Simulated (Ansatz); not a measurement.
# CuO at several levels of theory

One geometry, relaxed with PBE, and single points on it; plane waves with PAW potentials in Ansatz, scalar-relativistic unless the row names spin-orbit coupling. Collinear spin, which adds to the cost, in r2SCAN, PBE+U; no spin polarisation in PBE, PBEsol. +U rows take U_eff Cu 4.00 eV on the d shells. Meshes are on the primitive cell of 4 atoms. Gaps are the least over mesh and band path; pressure is positive in compression. Smearing is Gaussian, 0.10 eV.

```yaml
crystal:
  lattice:
    - [2.08300, -2.08045, 0.16633]
    - [2.08300, 2.08045, 0.16633]
    - [-0.41023, 0.00000, 5.13497]
  atoms:
    - { symbol: Cu, position: [0.99425, 0.49425, 0.00185] }
    - { symbol: Cu, position: [0.49425, 0.99425, 0.50185] }
    - { symbol: O, position: [0.49426, 0.49424, 0.25185] }
    - { symbol: O, position: [0.49424, 0.49426, 0.75185] }
```

| level | cutoff (eV) | k mesh | gap (eV) | pressure (GPa) | largest moment (μB) | rough cost with bands (core-min) |
| --- | --- | --- | --- | --- | --- | --- |
| PBE | 420 | 14×14×8 | 0 | 0.0 | 0.00 | 2.6 |

**Question.** What do r2SCAN, PBE+U, PBEsol give on the same cell?

**Answer.**
```
 level cutoff (eV) k mesh gap (eV) pressure (GPa) largest moment (μB) rough cost with bands (core-min)
r2SCAN          500  14×14×8         0            -5.4                 0.62                                13
 PBE+U          420  14×14×8         0             2.4                 0.58                                 7
PBEsol          420  14×14×8         0            -7.3                 0.00                               2.5
```

The state reached may not be the lowest one. Spin polarisation was left out for CuO (a zero moment there is imposed), and a magnetic state may lie lower.

This form isn't the usual stable structure of the compound.